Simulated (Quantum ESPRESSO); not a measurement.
The system is WS2.

```
CELL_PARAMETERS angstrom
1.57900 0.91164 6.16333
-1.57900 0.91164 6.16333
0.00000 -1.82327 6.16333
ATOMIC_POSITIONS crystal
W 0.00000 0.00000 0.00000
S 0.58100 0.58100 0.58100
S 0.75030 0.75030 0.75030
```

Measurements of this composition are mostly on another form, of space group No. 194.

Base run:

* Program: Quantum ESPRESSO 7.5
* Functional: PBEsol
* Potentials or basis: GBRV 1.5 PBEsol
* Cutoff: 762 eV
* Density cutoff: 6095 eV
* k mesh: 10 × 10 × 10
* Occupations: fermi-dirac, width 0.05 eV
* Spin: no spin polarisation
* Hubbard terms: W d U = 5 eV

Its results: band gap on the k mesh 1.18 eV, indirect (least direct gap 1.95 eV); pressure 0.1 GPa; largest force 0.612 eV/Å.

**Question.** After a change of settings the same cell gave: band gap on the k mesh 1.14 eV, indirect (least direct gap 1.37 eV); pressure 1.5 GPa; largest force 0.627 eV/Å. Which change was it?
A. hubbard terms from W d U = 5 eV to W d U = 8 eV
B. hubbard terms from W d U = 5 eV to none
C. hubbard terms from W d U = 5 eV to W d U = 4 eV

**Answer.** A.

Caveats: spin-orbit coupling is left out, which moves the levels of the heavy elements.

Not every run made on this cell is shown here.
